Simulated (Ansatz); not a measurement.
C, DFT, PBE, all-electron LAPW, scalar-relativistic (Ansatz 0.2.0), run on 1 thread of Intel(R) Xeon(R) 6975P-C (Granite Rapids) on a shared host.

The cell is COD entry 1000065, as deposited and not checked against the literature; nothing was relaxed. The listed cell was then made from it by scaling, straining or moving an atom.

Command: `ansatz run input.yaml --threads 1 --pin off --max-ram 4096MiB --backend cpu --events-out ev --progress --plain --runs-dir out`

```yaml
crystal:
  lattice:
    - [1.2541232212, 0.7240683793, 11.36868297]
    - [-1.2541232212, 0.7240683793, 11.36868297]
    - [0.0, -1.4481367587, 11.36868297]
  atoms:
    - { symbol: C, position: [0.05, 0.05, 0.05] }
    - { symbol: C, position: [0.95, 0.95, 0.95] }
    - { symbol: C, position: [0.283, 0.283, 0.283] }
    - { symbol: C, position: [0.717, 0.717, 0.717] }
kpoints:
  mp_grid: { grid: [15, 15, 15] }
  band_path:
    path:
      - [0.0, 0.0, 0.0]
      - [0.5, 0.5, 0.5]
      - [0.8306290786, 0.1693709214, 0.5]
      - [0.5, -0.1693709214, 0.1693709214]
      - [0.5, 0.0, 0.0]
      - [0.0, 0.0, 0.0]
      - [0.3346854607, -0.3346854607, 0.0]
      - [0.6653145393, 0.0, 0.3346854607]
      - [0.5, 0.0, 0.5]
    npoints: 5
scf:
  occupations: { method: fermi_dirac, width: 0.08 }
hamiltonian:
  xc: pbe
  pseudopotentials: { kind: all_electron, lapw: { basis_error: 0.001 } }
output:
  forces: true
  stress: true
  eigenvalues: true
```

**Question.** How large is the problem that the program sets up?

**Answer.** 344 irreducible k-points, 1595 plane waves at Γ, 16 bands.

**Question.** About how long does it take, and how much memory does it use?

**Answer.** 2.2 min of wall time for 7 SCF iterations, with a peak of 1.5 GiB. Times on shared machines scatter by tens of per cent.
